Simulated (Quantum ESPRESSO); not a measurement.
An input for Quantum ESPRESSO 7.5 (Zn):

The input pw.in:

```
&CONTROL
  calculation = 'scf'
  prefix = 'pwscf'
  outdir = './tmp'
  pseudo_dir = './pseudo'
  tprnfor = .true.
  tstress = .true.
  disk_io = 'low'
/
&SYSTEM
  ibrav = 0
  nat = 1
  ntyp = 1
  ecutwfc = 84
  nbnd = 25
  input_dft = 'pbesol'
  occupations = 'smearing'
  smearing = 'fd'
  degauss = 0.00183747
  vdw_corr = 'mbd'
  nosym = .true.
  noinv = .true.
/
&ELECTRONS
  conv_thr = 2d-10
  electron_maxstep = 120
  mixing_beta = 0.5
/
ATOMIC_SPECIES
Zn    65.3800 Zn.upf
CELL_PARAMETERS bohr
  -2.9650502094    2.9650502094    2.9650502094
   2.9650502094   -2.9650502094    2.9650502094
   2.9650502094    2.9650502094   -2.9650502094
ATOMIC_POSITIONS bohr
Zn     0.0000000000    0.0000000000    0.0000000000
K_POINTS automatic
12 12 12 0 0 0
```

Potentials or basis: PseudoDojo 0.5 SR PBE standard.

The run is started by

```console
$ OMP_NUM_THREADS=1 pw.x -in pw.in > pw.out
```

Q: How does this run end?

A: The run stopped without a result. It printed:

pw.out:

```text
This program is part of the open-source Quantum ESPRESSO suite
     for quantum simulation of materials; please cite
         "P. Giannozzi et al., J. Phys.:Condens. Matter 21 395502 (2009);
         "P. Giannozzi et al., J. Phys.:Condens. Matter 29 465901 (2017);
         "P. Giannozzi et al., J. Chem. Phys. 152 154105 (2020);
     in publications or presentations arising from this work. More details at

     IMPORTANT: XC functional enforced from input :
     Exchange-correlation= PBESOL
                           (   1   4  10   8   0   0   0)
[... 65 lines left out ...]

   TS-vdW initialization
   ---------------------

   Determining TS-vdW damping function parameters...
     ddamp = 20.000000

 %%%%%%%%%%%%%%%%%%%%%%%%%%%%%%%%%%%%%%%%%%%%%%%%%%%%%%%%%%%%%%%%%%%%%%%%%%%%%%
     Error in routine tsvdw (2):
     TS-vdW sR parameter only available for PBE and PBE0 functionals...
 %%%%%%%%%%%%%%%%%%%%%%%%%%%%%%%%%%%%%%%%%%%%%%%%%%%%%%%%%%%%%%%%%%%%%%%%%%%%%%

     stopping ...
```
